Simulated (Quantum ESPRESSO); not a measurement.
Input of a Quantum ESPRESSO 7.5 run:

The input pw.in:

```
&CONTROL
  calculation = 'vc-relax'
  prefix = 'pwscf'
  outdir = './tmp'
  pseudo_dir = './pseudo'
  tprnfor = .true.
  tstress = .true.
  disk_io = 'low'
  nstep = 40
  forc_conv_thr = 0.0004
  etot_conv_thr = 1d-05
/
&SYSTEM
  ibrav = 0
  nat = 2
  ntyp = 2
  ecutwfc = 69
  ecutrho = 552
  nbnd = 15
  input_dft = 'pz'
  occupations = 'smearing'
  smearing = 'fd'
  degauss = 0.00367493
/
&ELECTRONS
  conv_thr = 4d-10
  electron_maxstep = 120
  mixing_beta = 0.5
/
&IONS
  ion_dynamics = 'bfgs'
/
&CELL
  cell_dynamics = 'bfgs'
  press = 20
  press_conv_thr = 0.3
/
ATOMIC_SPECIES
Cd   112.4140 Cd.pbe-dn-rrkjus_psl.0.3.1.UPF
S     32.0600 s_pbe_v1.4.uspp.F.UPF
CELL_PARAMETERS bohr
   0.0000000000    5.5113862425    5.5113862425
   5.5113862425    0.0000000000    5.5113862425
   5.5113862425    5.5113862425    0.0000000000
ATOMIC_POSITIONS bohr
Cd     0.0000000000    0.0000000000    0.0000000000
S      8.2670793637    8.2670793637    8.2670793637
K_POINTS automatic
8 8 8 0 0 0
```

Potentials or basis: SSSP 1.3 efficiency PBE.

Launch:

```console
$ OMP_NUM_THREADS=1 pw.x -in pw.in > pw.out
```

**Question.** Predict the band gap on the k mesh.

**Answer.** 0.93 eV, direct.

**Question.** Predict the relaxed volume.

**Answer.** 23.36 Å³/atom.

**Question.** What does it give for the space group after relaxing (to 0.05 Å)?

**Answer.** F-43m (No. 216).

**Question.** What does it give for the relaxed cell?

**Answer.** a = 4.043 Å, b = 4.043 Å, c = 4.043 Å, α = 60.00°, β = 60.00°, γ = 60.00°.

The path:
```
step  energy change (eV)  largest force (eV/Å)  pressure (GPa)  volume (Å³)
   1              0.0000                0.0000           -2.02        49.62
   2             -0.0087                0.0000           -0.77        48.61
   3             -0.0061                0.0000            1.37        47.12
   4             -0.0017                0.0000            2.04        46.70
   5             -0.0020                0.0000            2.00        46.73
```

Caveat: the potentials were made for another functional, which shifts forces and pressure. Zero-point motion and thermal expansion aren't in these numbers.
